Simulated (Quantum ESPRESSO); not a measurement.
Runs of Quantum ESPRESSO 7.5 on Sb. The structure is hexagonal, space group P6_3/mmc (No. 194). Conventional cell: a = 3.355 Å, b = 3.355 Å, c = 5.470 Å, α = 90.00°, β = 90.00°, γ = 120.00°. Sb (site symmetry -6m2) is surrounded by 12 Sb at 3.35 Å. This isn't the form of Sb at room conditions, which is rhombohedral.

| task | level | potentials or basis | cell | k mesh | cutoff (eV) | SCF threshold | symmetry | form of the LDA correlation | mesh quality | gap on the mesh (eV) | pressure (GPa) | V0 of scaled cells (Å³/atom) | B0 (GPa) |
| --- | --- | --- | --- | --- | --- | --- | --- | --- | --- | --- | --- | --- | --- |
| single point | PBEsol | GBRV 1.5 PBEsol | as given | 9 × 9 × 5 | 612 | 4e-10 Ry | - | - | not flagged | none | -1.7 | - | - |
| equation of state | r2SCAN | SG15 PBE 1.2 | as given | 6 × 6 × 3 | 952 | 1e-08 Ry | off | - | coarse | - | - | 26.35 | 69 |
| band structure | PBEsol | GBRV 1.5 PBEsol | as given | 9 × 9 × 5 | 612 | 4e-10 Ry | - | - | not flagged | none | -1.7 | - | - |
| equation of state | PBEsol | GBRV 1.5 PBEsol | as given | 9 × 9 × 5 | 612 | 4e-10 Ry | - | - | not flagged | - | - | (a) | 66 |
| single point | PBEsol | GBRV 1.5 PBEsol | atoms moved at random, drawn with an rms of 0.05 Å | 9 × 9 × 5 | 612 | 4e-10 Ry | - | - | not flagged | none | -1.7 | - | - |
| equation of state | LDA | GBRV 1.5 LDA | as given | 9 × 9 × 5 | 612 | 4e-10 Ry | - | PZ81 | not flagged | - | - | 25.60 | 69 |
| band structure | LDA | GBRV 1.5 LDA | as given | 9 × 9 × 5 | 612 | 4e-10 Ry | - | PZ81 | not flagged | none | (b) | - | - |
| band structure | r2SCAN | SG15 PBE 1.2 | as given | 7 × 7 × 4 | 952 | 1e-08 Ry | off | - | coarse | none | -0.2 | - | - |

Alike in all rows: no spin polarisation; smearing fermi-dirac 0.05 eV.

Q: Fill in the values left out.

A: (a) 26.04; (b) -2.8.

Caveats: some runs use coarse meshes; the cell was scaled at fixed shape and fractional positions, which overstates the stiffness of a crystal with free parameters, most of all of layers and chains (some runs); spin-orbit coupling is left out, which moves the levels of the heavy elements (some runs); the potentials were made for another functional, which shifts forces and pressure (some runs).

A k mesh can miss the band edges, and the runs leave out spin-orbit coupling on Sb.

A gap of «none» marks a metal or a gap under the smearing width.
